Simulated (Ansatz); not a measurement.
**AlN (P6_3mc): the host for defect calculations**

Aim: the runs on the perfect crystal AlN (P6_3mc) that a defect calculation needs first.

Main program and level: Ansatz 0.2.0; plane-wave PAW DFT, r2SCAN; single point of the host's primitive cell on a dense mesh; PAW set soft_1, in the first sound run; inputs show where later runs differ.

## 1. The starting structure

Symmetry: P6_3mc, No. 186, hexagonal system. The conventional cell has a = 3.107 Å, b = 3.107 Å, c = 4.978 Å, α = 90.00°, β = 90.00°, γ = 120.00°. Al has 4 N at 1.89 to 1.90 Å nearest. Nearest to N lie 4 Al at 1.89 to 1.90 Å. Farther neighbours and most contacts between anions are not listed.

## 2. Primitive cell on a dense mesh

A dense mesh gives the host's converged energy, against which the supercell's sampling is tested.

The input, dense/input.yaml:

```yaml
crystal:
  lattice:
    - [3.1065218453, 2.87e-08, 0.0]
    - [-1.5532609475, 2.6903268211, 0.0]
    - [0.0, 0.0, 4.9782388595]
  atoms:
    - { symbol: Al, position: [0.6666666667, 0.3333333333, 0.4992033348] }
    - { symbol: Al, position: [0.3333333333, 0.6666666667, 0.9992033348] }
    - { symbol: "N", position: [0.6666666667, 0.3333333333, 0.8807966652] }
    - { symbol: "N", position: [0.3333333333, 0.6666666667, 0.3807966652] }
basis:
  ecutwfc: 500
  xc_grid: 2
hamiltonian:
  xc: r2scan
  pseudopotentials: { kind: paw, azcp: { folder: soft_1 } }
kpoints:
  mp_grid: { grid: [10, 10, 6] }
scf:
  occupations: { method: fermi_dirac, width: 0.01 }
  max_iter: 80
```

The run is started by

```bash
> ansatz run input.yaml --threads 8 --pin off --max-ram 15073MiB --backend cpu --events-out ev --progress --plain --runs-dir out
```

Numbers of over 12 decimals in the logs are rounded to 6 here.

Log:

```text
Engine: ansatz 0.2.0, aarch64-unknown-linux-gnu
Pseudopotentials: kind: paw
Pseudopotential: Al, paw, valence charge 3, recommended cutoff 500 eV (meta_gga), soft_1/Al.paw.azcp
Pseudopotential: N, paw, valence charge 5, recommended cutoff 500 eV (meta_gga), soft_1/N.paw.azcp
Functional definition: r2SCAN
  parameter k0 = 0.174
  parameter k1 = 0.065
  parameter a1 = 4.9479
  exchange = r2scan_x(k0 = k0, k1 = k1, a1 = a1)
  correlation = r2scan_c
Crystal: 4 atoms, lattice volume = 41.606 Å³
Basis set: ecut = 500 eV, 1087 PW (Γ), exchange–correlation on 48×48×80 points (8 copies of the dense FFT grid, shifted against one another)
Bands: 12, of which v1, the nominal top of the filled ones, is band 8 counted from 1 (7 counted from 0)
Symmetry: 12 space group operations
Space group: P63mc (ITA 186), of the structure as read, at distance tolerance 3.5e-5 Å
k-points: 56 of 600 (time reversal used)
Non-local potential: Al, projectors of the file, l = 0: 2, l = 1: 2, l = 2: 1
Non-local potential: N, projectors of the file, l = 0: 2, l = 1: 2, l = 2: 1
PAW form: soft (Blöchl's): semilocal exchange-correlation on the pseudo side does not see the compensation charge
PAW frozen core: Al, regenerated for the run's functional (the file was generated under x = pbe(κ = 0.804, μ = 0.219515), c = pbe(β = 0.066725))
PAW frozen core: N, regenerated for the run's functional (the file was generated under x = pbe(κ = 0.804, μ = 0.219515), c = pbe(β = 0.066725))
PAW one-centre angular grid: Al, 302 points (default); XC on 160 Gauss nodes
PAW one-centre angular grid: N, 302 points (default); XC on 160 Gauss nodes
Initial density: superposition of atomic densities (chi_scale 0.1, normalization cell, long waves kept (reshape's long-wave potential 0.00 eV rms))
Initial wavefunctions: pseudopotential atomic-orbital guess
Functional: x = r2scan, c = r2scan; τ floored in thin density (d = 2e-4 eV/Å³)
SCF iter   1: F=—  HF=-1859.030775 eV  |F-HF|=—  |Δ(HF+E_count)|=         —  Δρ=1.35e-1  dr2=9.34e0  dr2_τ=1.09e0  ethr=3.10e-3  ⟨swp⟩=6.1  Hψ=4404  notcnv=0
preconditioner: auto → none  [insulator: Δε(μ)=5.688 eV  Ē_g=15.216 eV  σ=0.010 eV  W_gap=1.00  n_scr=2 (ndim 8)  ℏωp=23.0 eV  f_vac=0.000  D(μ)=0.00/eV (n_scr^D=0)  ε∞_Penn≈3.3]
SCF iter   2: F=—  HF=-1857.013553 eV  |F-HF|=—  |Δ(HF+E_count)|=    2.02e0  Δρ=6.46e-2  dr2=8.54e-1  dr2_τ=4.04e-1  ethr=3.10e-3  ⟨swp⟩=3.4  Hψ=2202  notcnv=0
SCF iter   3: F=—  HF=-1856.965206 eV  |F-HF|=—  |Δ(HF+E_count)|=   4.83e-2  Δρ=2.39e-2  dr2=1.26e-1  dr2_τ=7.28e-3  ethr=3.10e-3  ⟨swp⟩=2.6  Hψ=1600  notcnv=0
SCF iter   4: F=—  HF=-1856.972835 eV  |F-HF|=—  |Δ(HF+E_count)|=   7.63e-3  Δρ=1.59e-3  dr2=9.08e-4  dr2_τ=5.16e-5  ethr=7.90e-4  ⟨swp⟩=2.8  Hψ=1304  notcnv=0
SCF iter   5: F=—  HF=-1856.972724 eV  |F-HF|=—  |Δ(HF+E_count)|=   1.11e-4  Δρ=3.86e-4  dr2=6.53e-5  dr2_τ=1.90e-6  ethr=5.67e-6  ⟨swp⟩=2.6  Hψ=1271  notcnv=0
SCF iter   6: F=—  HF=-1856.972709 eV  |F-HF|=—  |Δ(HF+E_count)|=   1.52e-5  Δρ=1.69e-5  dr2=7.67e-8  dr2_τ=8.90e-9  ethr=6.25e-10  ⟨swp⟩=1.9  Hψ=2195  notcnv=0
SCF iter   7: F=-1856.972709 eV  HF=-1856.972709 eV  |F-HF|=2.22e-9  |Δ(HF+E_count)|=   5.67e-8  Δρ=2.88e-6  dr2=2.52e-9  dr2_τ=1.52e-10  ethr=4.79e-10  ⟨swp⟩=1.0  Hψ=1934  notcnv=0
SCF 1 converged in 7 iterations: F = -1856.972709 eV  dr2 = 2.52e-9
  greatest PAW one-centre occupation: 0.797 electrons in one spin orbital (limit 2), on the N atom at site 3 (counted from 0), in its partial waves of l = 0
SCF converged after 7 iterations
Free energy (F): -1856.972709 eV
Harris-Foulkes:  -1856.972709 eV  (|F-HF|=2.22e-9)
Internal energy: -1856.972709 eV  (E = F + TS)
E sigma→0 (E₀):  -1856.972709 eV
Fermi energy:    9.359862 eV
--- Per-component energies (eV) ---
  E_band       = 23.045222
  E_kinetic    = 315.741797
  E_local      = -421.540859  (includes V_loc(G=0)·N_el)
  E_nonlocal   = 87.130202
  E_hartree    = 157.114021
  E_xc         = -192.672135
  E_vxc        = -235.884264  (∫ρ·V_xc dr)
  E_paw        = -1209.960202  (= ΣΔE_a)
  E_vpaw       = -49.210862  (= ΣTr[D̂ρ^β])
  E_aug_tail   = 0.000027  (compensation charges beyond the density's cutoff)
  E_vtau       = 12.581987  (kinetic-family band-sum trace: ∫τ·v_τ [+ j·A + Jᵃ·Aᵃ] dr)
  E_ewald      = -592.606214
  E_core_change = -0.179346  (= ΣΔE_core)
  E_smearing   = -0.000000  (= −TS)
  E_closure    = 0.000000  (closes the sum)
  Σ components = -1856.972709   (vs F -1856.972709, Δ=0.00e0)
```

The job ended after 0.8 s (8 threads of Arm Neoverse V2, shared host; peak memory 0.36 GiB; 5 s of CPU time).

In the SCF lines HF is the Harris–Foulkes energy and dr2 the Hartree energy of the density residual, in eV; the loop may stop once dr2 is under the threshold and the program's other checks hold. Hψ counts applications of the Hamiltonian.

## 3. Self-consistent run

This step: plane-wave PAW DFT, r2SCAN; single point of the defect-free supercell, a test of its k-points; PAW set soft_1 (Ansatz 0.2.0).

System of this step: AlN (P6_3mc). The cell holds 96 atoms: 48 Al and 48 N. Its edges and angles: a = 10.761 Å, b = 10.761 Å, c = 9.956 Å, α = 90.0°, β = 90.0°, γ = 120.0°.

The input, pristine.sampling/input.yaml:

```yaml
crystal:
  lattice:
    - [9.3195654863, 5.3806537569, 0.0]
    - [-9.3195655856, 5.3806535849, 0.0]
    - [0.0, 0.0, 9.956477719]
  atoms:
    - { symbol: Al, position: [0.0, 0.1666666666, 0.2496016674] }
    - { symbol: Al, position: [0.1666666666, 0.0, 0.2496016674] }
    - { symbol: Al, position: [0.3333333334, 0.3333333333, 0.2496016674] }
    - { symbol: Al, position: [0.0, 0.3333333334, 0.4996016674] }
    - { symbol: Al, position: [0.1666666666, 0.1666666667, 0.4996016674] }
    - { symbol: Al, position: [0.3333333334, 0.0, 0.4996016674] }
    - { symbol: "N", position: [0.0, 0.1666666666, 0.4403983326] }
    - { symbol: "N", position: [0.1666666666, 0.0, 0.4403983326] }
    - { symbol: "N", position: [0.3333333334, 0.3333333333, 0.4403983326] }
    - { symbol: "N", position: [0.0, 0.3333333334, 0.1903983326] }
    - { symbol: "N", position: [0.1666666666, 0.1666666667, 0.1903983326] }
    - { symbol: "N", position: [0.3333333334, 0.0, 0.1903983326] }
    - { symbol: Al, position: [0.0, 0.1666666666, 0.7496016674] }
    - { symbol: Al, position: [0.1666666666, 0.0, 0.7496016674] }
    - { symbol: Al, position: [0.3333333334, 0.3333333333, 0.7496016674] }
    - { symbol: Al, position: [0.0, 0.3333333334, 0.9996016674] }
    - { symbol: Al, position: [0.1666666666, 0.1666666667, 0.9996016674] }
    - { symbol: Al, position: [0.3333333334, 0.0, 0.9996016674] }
    - { symbol: "N", position: [0.0, 0.1666666666, 0.9403983326] }
    - { symbol: "N", position: [0.1666666666, 0.0, 0.9403983326] }
    - { symbol: "N", position: [0.3333333334, 0.3333333333, 0.9403983326] }
    - { symbol: "N", position: [0.0, 0.3333333334, 0.6903983326] }
    - { symbol: "N", position: [0.1666666666, 0.1666666667, 0.6903983326] }
    - { symbol: "N", position: [0.3333333334, 0.0, 0.6903983326] }
    - { symbol: Al, position: [0.0, 0.6666666666, 0.2496016674] }
    - { symbol: Al, position: [0.1666666666, 0.5, 0.2496016674] }
    - { symbol: Al, position: [0.3333333334, 0.8333333333, 0.2496016674] }
    - { symbol: Al, position: [0.0, 0.8333333333, 0.4996016674] }
    - { symbol: Al, position: [0.1666666666, 0.6666666667, 0.4996016674] }
    - { symbol: Al, position: [0.3333333334, 0.5, 0.4996016674] }
    - { symbol: "N", position: [0.0, 0.6666666666, 0.4403983326] }
    - { symbol: "N", position: [0.1666666666, 0.5, 0.4403983326] }
    - { symbol: "N", position: [0.3333333334, 0.8333333333, 0.4403983326] }
    - { symbol: "N", position: [0.0, 0.8333333333, 0.1903983326] }
    - { symbol: "N", position: [0.1666666666, 0.6666666667, 0.1903983326] }
    - { symbol: "N", position: [0.3333333334, 0.5, 0.1903983326] }
    - { symbol: Al, position: [0.0, 0.6666666666, 0.7496016674] }
    - { symbol: Al, position: [0.1666666666, 0.5, 0.7496016674] }
    - { symbol: Al, position: [0.3333333334, 0.8333333333, 0.7496016674] }
    - { symbol: Al, position: [0.0, 0.8333333333, 0.9996016674] }
    - { symbol: Al, position: [0.1666666666, 0.6666666667, 0.9996016674] }
    - { symbol: Al, position: [0.3333333334, 0.5, 0.9996016674] }
    - { symbol: "N", position: [0.0, 0.6666666666, 0.9403983326] }
    - { symbol: "N", position: [0.1666666666, 0.5, 0.9403983326] }
    - { symbol: "N", position: [0.3333333334, 0.8333333333, 0.9403983326] }
    - { symbol: "N", position: [0.0, 0.8333333333, 0.6903983326] }
    - { symbol: "N", position: [0.1666666666, 0.6666666667, 0.6903983326] }
    - { symbol: "N", position: [0.3333333334, 0.5, 0.6903983326] }
    - { symbol: Al, position: [0.5, 0.1666666666, 0.2496016674] }
    - { symbol: Al, position: [0.6666666666, 0.0, 0.2496016674] }
    - { symbol: Al, position: [0.8333333333, 0.3333333333, 0.2496016674] }
    - { symbol: Al, position: [0.5, 0.3333333334, 0.4996016674] }
    - { symbol: Al, position: [0.6666666666, 0.1666666667, 0.4996016674] }
    - { symbol: Al, position: [0.8333333333, 0.0, 0.4996016674] }
    - { symbol: "N", position: [0.5, 0.1666666666, 0.4403983326] }
    - { symbol: "N", position: [0.6666666666, 0.0, 0.4403983326] }
    - { symbol: "N", position: [0.8333333333, 0.3333333333, 0.4403983326] }
    - { symbol: "N", position: [0.5, 0.3333333334, 0.1903983326] }
    - { symbol: "N", position: [0.6666666666, 0.1666666667, 0.1903983326] }
    - { symbol: "N", position: [0.8333333333, 0.0, 0.1903983326] }
    - { symbol: Al, position: [0.5, 0.1666666666, 0.7496016674] }
    - { symbol: Al, position: [0.6666666666, 0.0, 0.7496016674] }
    - { symbol: Al, position: [0.8333333333, 0.3333333333, 0.7496016674] }
    - { symbol: Al, position: [0.5, 0.3333333334, 0.9996016674] }
    - { symbol: Al, position: [0.6666666666, 0.1666666667, 0.9996016674] }
    - { symbol: Al, position: [0.8333333333, 0.0, 0.9996016674] }
    - { symbol: "N", position: [0.5, 0.1666666666, 0.9403983326] }
    - { symbol: "N", position: [0.6666666666, 0.0, 0.9403983326] }
    - { symbol: "N", position: [0.8333333333, 0.3333333333, 0.9403983326] }
    - { symbol: "N", position: [0.5, 0.3333333334, 0.6903983326] }
    - { symbol: "N", position: [0.6666666666, 0.1666666667, 0.6903983326] }
    - { symbol: "N", position: [0.8333333333, 0.0, 0.6903983326] }
    - { symbol: Al, position: [0.5, 0.6666666666, 0.2496016674] }
    - { symbol: Al, position: [0.6666666666, 0.5, 0.2496016674] }
    - { symbol: Al, position: [0.8333333333, 0.8333333333, 0.2496016674] }
    - { symbol: Al, position: [0.5, 0.8333333333, 0.4996016674] }
    - { symbol: Al, position: [0.6666666666, 0.6666666667, 0.4996016674] }
    - { symbol: Al, position: [0.8333333333, 0.5, 0.4996016674] }
    - { symbol: "N", position: [0.5, 0.6666666666, 0.4403983326] }
    - { symbol: "N", position: [0.6666666666, 0.5, 0.4403983326] }
    - { symbol: "N", position: [0.8333333333, 0.8333333333, 0.4403983326] }
    - { symbol: "N", position: [0.5, 0.8333333333, 0.1903983326] }
    - { symbol: "N", position: [0.6666666666, 0.6666666667, 0.1903983326] }
    - { symbol: "N", position: [0.8333333333, 0.5, 0.1903983326] }
    - { symbol: Al, position: [0.5, 0.6666666666, 0.7496016674] }
    - { symbol: Al, position: [0.6666666666, 0.5, 0.7496016674] }
    - { symbol: Al, position: [0.8333333333, 0.8333333333, 0.7496016674] }
    - { symbol: Al, position: [0.5, 0.8333333333, 0.9996016674] }
    - { symbol: Al, position: [0.6666666666, 0.6666666667, 0.9996016674] }
    - { symbol: Al, position: [0.8333333333, 0.5, 0.9996016674] }
    - { symbol: "N", position: [0.5, 0.6666666666, 0.9403983326] }
    - { symbol: "N", position: [0.6666666666, 0.5, 0.9403983326] }
    - { symbol: "N", position: [0.8333333333, 0.8333333333, 0.9403983326] }
    - { symbol: "N", position: [0.5, 0.8333333333, 0.6903983326] }
    - { symbol: "N", position: [0.6666666666, 0.6666666667, 0.6903983326] }
    - { symbol: "N", position: [0.8333333333, 0.5, 0.6903983326] }
basis:
  ecutwfc: 500
  xc_grid: 2
hamiltonian:
  xc: r2scan
  pseudopotentials: { kind: paw, azcp: { folder: soft_1 } }
kpoints:
  mp_grid: { grid: [1, 1, 1], shift: [0.25, 0.25, 0.25] }
scf:
  occupations: { method: fermi_dirac, width: 0.01 }
  max_iter: 80
```

Log:

```text
[...]
Crystal: 96 atoms, lattice volume = 998.542 Å³
Basis set: ecut = 500 eV, 25363 PW (Γ), exchange–correlation on 160×160×150 points (8 copies of the dense FFT grid, shifted against one another)
Bands: 288, of which v1, the nominal top of the filled ones, is band 192 counted from 1 (191 counted from 0)
Symmetry: 48 space group operations
k-points: 1
[...]
SCF iter   1: F=—  HF=-44616.803415 eV  |F-HF|=—  |Δ(HF+E_count)|=         —  Δρ=1.35e-1  dr2=2.24e2  dr2_τ=2.62e1  ethr=3.10e-3  ⟨swp⟩=6.0  Hψ=1136  notcnv=0  defer=62
[...]
SCF iter   3: F=—  HF=-44567.041133 eV  |F-HF|=—  |Δ(HF+E_count)|=    5.35e0  Δρ=2.42e-2  dr2=3.78e0  dr2_τ=2.04e-1  ethr=3.10e-3  ⟨swp⟩=3.0  Hψ=355  notcnv=0  defer=24
automatic band count: iteration 3 solves 222 bands in place of 288: the levels show a gap, and the empty bands left out lie too high to hold charge; the band table lists the bands solved (type scf.n_extra_bands for more)
SCF iter   4: F=—  HF=-44567.456989 eV  |F-HF|=—  |Δ(HF+E_count)|=   4.16e-1  Δρ=2.26e-3  dr2=4.19e-2  dr2_τ=3.74e-3  ethr=9.85e-4  ⟨swp⟩=3.0  Hψ=395  notcnv=0  defer=24
[...]
SCF iter   8: F=-44567.453345 eV  HF=-44567.453345 eV  |F-HF|=1.38e-8  |Δ(HF+E_count)|=   1.21e-6  Δρ=1.84e-6  dr2=2.02e-8  dr2_τ=2.65e-9  ethr=2.60e-10  ⟨swp⟩=3.0  Hψ=529  notcnv=0
SCF 1 converged in 8 iterations: F = -44567.453345 eV  dr2 = 2.02e-8
[...]
SCF converged after 8 iterations
Free energy (F): -44567.453345 eV
[...]
Internal energy: -44567.453345 eV  (E = F + TS)
E sigma→0 (E₀):  -44567.453345 eV
Fermi energy:    9.760246 eV
[...]
```

It took 7.3 s on 8 threads; peak memory 2.3 GiB.

This step gave:

- energy over dense mesh: -0.001128 eV/atom

(Part 1 of 3 ends here.)

[Logs are printed without paths, hosts, clocks, repeated set-up lines and the standing remarks that a program may print on its own settings, such as how far it seeks lower states.]

[Hosts, paths, dates, database ids (printed as entryN), source tags and the programs' standing remarks are cut or masked in the printed files.]

[Runs of the host that timed out are not shown.]

[For some hosts the program warned that the k-mesh of the response run may be too coarse for force constants and the static dielectric constant; such warnings are not always shown.]
